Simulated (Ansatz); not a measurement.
# TePb: the cost of one run

All numbers are computed with the Python package of Ansatz 0.2.0. Level of theory: DFT PBEsol, plane waves, PAW.

## (1) The system

It takes space group Fm-3m (No. 225, cubic). The conventional cell has a = 6.462 Å, b = 6.462 Å, c = 6.462 Å, α = 90.00°, β = 90.00°, γ = 90.00°. Te (site symmetry m-3m) has 6 Pb at 3.23 Å as nearest neighbours. Around Pb (site symmetry m-3m) lie 6 Te at 3.23 Å.

No structure file is read: the coordinates are typed or built in the script.

## (2) Script

File tepb_defect.py:

```python
# -*- coding: utf-8 -*-
"""Point defect (vacancy) in TePb."""

import warnings

import ansatz as az
import numpy as np
from pymatgen.core import Lattice, Structure
from pymatgen.io.ase import AseAtomsAdaptor

warnings.simplefilter("ignore", az.DeckWarning)

pmg_structure = Structure(
    Lattice([(0.0, 3.231, 3.231), (3.231, 0.0, 3.231), (3.231, 3.231, 0.0)]),
    ["Te", "Pb"],
    [
        (0.5, 0.5, 0.5),
        (0.0, 0.0, 0.0),
    ],
)
system = az.Crystal.from_ase(AseAtomsAdaptor.get_atoms(pmg_structure))
host = system.supercell(2)
defective = host.vacancy("Te", at=(0.5, 0.5, 0.5))

def settled(structure):
    return (
        structure.calculation()
        .pseudopotentials("paw")
        .basis(21 * az.Ha)
        .kpoints(2)
        .functional("pbesol")
        .occupations("fermi_dirac", width=0.02)
        .band_table()
    )


perfect = settled(host).run().report
calc = settled(defective).forces()
done = calc.run()
report = done.report

n_host, n_defect = len(perfect["lattice"]["sites"]), len(report["lattice"]["sites"])
print(f"perfect cell: {n_host} atoms, F = {perfect['free_energy_ev']:.4f} eV")
print(f"defect cell:  {n_defect} atoms, F = {report['free_energy_ev']:.4f} eV")
# chemical potentials are still to be added to this difference
print(f"difference {report['free_energy_ev'] - perfect['free_energy_ev']:.4f} eV (no chemical potentials)")


pull = np.linalg.norm(report["forces_ev_ang"], axis=1)
for atom in np.argsort(-pull)[:5]:
    print(f"force on {done.lattice.sites[atom].symbol}{atom}: {pull[atom]:.3f} eV/A")
```

## (3) The input behind the calls

The engine receives this input (first run):

```yaml
crystal:
  lattice:
    - [0.0, 3.231, 3.231]
    - [3.231, 0.0, 3.231]
    - [3.231, 3.231, 0.0]
  atoms:
    - { symbol: Te, position: [0.5, 0.5, 0.5] }
    - { symbol: Pb, position: [0.0, 0.0, 0.0] }
  supercell: [2, 2, 2]
basis:
  ecutwfc: 571.4391111657479
kpoints:
  mp_grid:
    grid: [2, 2, 2]
hamiltonian:
  xc: pbesol
  pseudopotentials:
    kind: paw
scf:
  occupations:
    method: fermi_dirac
    width: 0.02
output:
  eigenvalues: true
```

## (4) Running it

Command:

```console
$ python tepb_defect.py
```

What time and memory should one allow on 1 thread of Arm Neoverse V1, shared host?

About 50 s, with a peak of 1.4 GiB.
